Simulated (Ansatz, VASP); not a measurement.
Two plane-wave programs on TaN

```
Ta N
1.0
     0.27340    2.32392    2.32392
     2.32392    0.27340    2.32392
     2.32392    2.32392    0.27340
Ta N
1 1
Direct
  0.50000 0.50000 0.50000
  0.00000 0.00000 0.00000
```

Alike in both runs: task single point; functional PBEsol; k mesh 20 × 20 × 20; occupations gaussian, width 0.15 eV; no spin polarisation.

|  | VASP | Ansatz |
| --- | --- | --- |
| version | VASP 6.6.1 | Ansatz 0.2.0 |
| potentials or method | VASP PAW PBE potentials, release 64 (Ta_pv, N) | scalar-relativistic, plane waves, PAW |
| plane-wave cutoff (eV) | 520 | 420 |
| valence electrons in the cell | 16 | 18 |

Ansatz gave:

- gap on the k mesh at the Fermi level (eV): none
- pressure (GPa): 6.0
- largest component of the traceless stress (GPa): 6.66

Task: Which values does VASP return?

Result: gap on the k mesh at the Fermi level (eV): none; pressure (GPa): 7.0; largest component of the traceless stress (GPa): 6.61.

A gap of «none» marks a metal or a gap that the smearing closes. The two sets of potentials don't hold the same shells in valence.

Caveats: the PAW data sets were made with another functional, which shifts forces and pressure a little (VASP). Spin-orbit coupling is left out, which matters for the levels of Ta.
